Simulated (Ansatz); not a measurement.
**Random rock-salt alloy of NbC and TiC: how far the plane-wave cutoff must go**

A convergence test: the same geometry at several values of the plane-wave cutoff.

Program: Ansatz 0.2.0. Level of theory: Kohn-Sham DFT, PBE, PAW, plane waves. Results are calculated unless marked as measured.

### Step 1. Starting point

The cell holds 64 atoms: 16 Ti, 32 C and 16 Nb. Cell: a = 8.798 Å, b = 8.798 Å, c = 8.798 Å, α = 90.0°, β = 90.0°, γ = 90.0°. Rock-salt NbC, 2 x 2 x 2 conventional cells, 16 of 32 Nb sites given to Ti at random (x = 0.500), lattice by Vegard's rule (a = 4.399 A); not relaxed, displaced by a Gaussian of 0.02 A.

### Step 2. Script and output

The script builds the cell with ASE, from fixed seeds where it draws at random, so the run can be repeated from this text alone. The 2×2×2 mesh is chosen so that along the periodic directions points times cell width come to 17.5 Å or more. A smearing of 0.025 eV is typed, narrow for a metal. The highest cutoff serves as the reference; forces are the test that matters for later relaxations, while absolute energies converge more slowly and partly cancel in differences.

test_settings.py reads:

```python
import time
import numpy as np
from ase.build import bulk
import ansatz as az

u = bulk('NbC', 'rocksalt', a=4.399, cubic=True)
atoms = u.repeat([2, 2, 2])
rng = np.random.default_rng(40101)
sites = rng.permutation([a.index for a in atoms if a.symbol == 'Nb'])
new = ['Ti'] * 16
for k, e in zip(sites, new): atoms[k].symbol = e
atoms.rattle(0.02, seed=40101)
atoms.wrap()
print(f"{len(atoms)} atoms ({atoms.get_chemical_formula()}), volume {atoms.get_volume():.1f} A^3")

base = (
    az.Crystal.from_ase(atoms)
    .calculation()
    .functional("pbe")
    .kpoints(2, 2, 2)
    .occupations("fermi_dirac", width=0.025)
    .forces()
    .band_table()
    .stress()
)

def gap_of(report):
    e = np.concatenate(report["eigenvalues_ev"]); f = np.concatenate(report["occupations"])
    f = f / f.max()  # a half-filled level counts on both sides, so the gap is then zero
    return e[f > 0.3].max(), e[f < 0.7].min()

rows = []
for cutoff in [250, 320, 420, 520]:
    start = time.time()
    try:
        r = base.basis(cutoff).run(threads=2).report
    except az.AnsatzError as error:
        print(cutoff, 'failed:', str(error)[:110])
        continue
    homo, lumo = gap_of(r)
    rows.append((cutoff, r['free_energy_ev'] / len(atoms), np.array(r['forces_ev_ang']), max(lumo - homo, 0), np.trace(r['stress_gpa']) / 3, r['n_iterations'], time.time() - start))
    print(cutoff, f"F = {r['free_energy_ev']:.4f} eV, {r['n_iterations']} iterations, {time.time() - start:.0f} s", flush=True)

ref = rows[-1]
scale = np.sqrt(np.mean(ref[2] ** 2))
print(f"r.m.s. force of the reference: {scale:.3f} eV/A")
print("  cutoff  dE (meV/atom)  dF rms (meV/A)  dF (%)  gap (eV)  P (GPa)  iter  time (s)")
for name, e, f, gap, p, n, t in rows:
    df = np.sqrt(np.mean((f - ref[2]) ** 2))
    print(f"{str(name):>8s} {1000 * (e - ref[1]):14.2f} {1000 * df:15.2f} {100 * df / scale:7.2f} {gap:9.3f} {p:8.2f} {n:5d} {t:9.1f}")
```

Launch:

```console
$ python test_settings.py
```

Log:

```text
64 atoms (C32Nb16Ti16), volume 681.0 A^3
DeckWarning: basis.ecutwfc = 250 eV is below the records' recommended 420 eV, and the density's cutoff is lower with it unless basis.ecutrho_ratio is high enough to keep the records' density cutoff: compare with a run at a higher cutoff
250 F = -120864.5590 eV, 9 iterations, 38 s
DeckWarning: basis.ecutwfc = 320 eV is below the records' recommended 420 eV, and the density's cutoff is lower with it unless basis.ecutrho_ratio is high enough to keep the records' density cutoff: compare with a run at a higher cutoff
320 F = -120901.2290 eV, 7 iterations, 45 s
420 F = -120904.5564 eV, 7 iterations, 63 s
520 F = -120904.6724 eV, 7 iterations, 84 s
r.m.s. force of the reference: 0.385 eV/A
  cutoff  dE (meV/atom)  dF rms (meV/A)  dF (%)  gap (eV)  P (GPa)  iter  time (s)
     250         626.77           63.35   16.46     0.000     1.50     9      37.7
     320          53.80            3.20    0.83     0.000     5.05     7      44.6
     420           1.81            0.18    0.05     0.000     4.02     7      62.9
     520           0.00            0.00    0.00     0.000     3.98     7      83.6
```

The job ended after 3.8 min (2 threads of Intel Xeon at 2.30GHz, shared host; peak memory 4.4 GiB; 7.1 min of CPU time).

### Step 3. Outcome

```json
{"reference run": "520, 84 s", "r.m.s. force component of the reference": "0.385 eV/Å", "largest r.m.s. force difference": "63.3 meV/Å (250)", "smallest r.m.s. force difference": "0.177 meV/Å (420)", "energy differences": "1.81 to 627 meV/atom", "pressure": "1.50 GPa (250) to 5.05 GPa (320)"}
```

**Reading.** The cheapest setting whose forces lie within 1 % of the reference is 320 eV, at 0.53 times the reference's time. Its pressure is 1.1 GPa off. Bands overlap or touch in every run, so the cell is a metal at this level and any non-zero gap printed is a spacing between sampled levels. A metal needs a dense mesh, and this one wasn't tested. Notices that the program raised in these runs, those on memory apart: cutoff below recommended.

[Logs are printed without paths, hosts, clocks, repeated set-up lines and the standing remarks that a program may print on its own settings, such as how far it seeks lower states.]

[Hosts, paths, dates, database ids (printed as entryN), source tags and the programs' standing remarks are cut or masked in the printed files.]

[Scripts of this kind were picked in part by their result: those with far moves, changed bonds, near-zero gaps or large misses at database cells are mostly left out.]
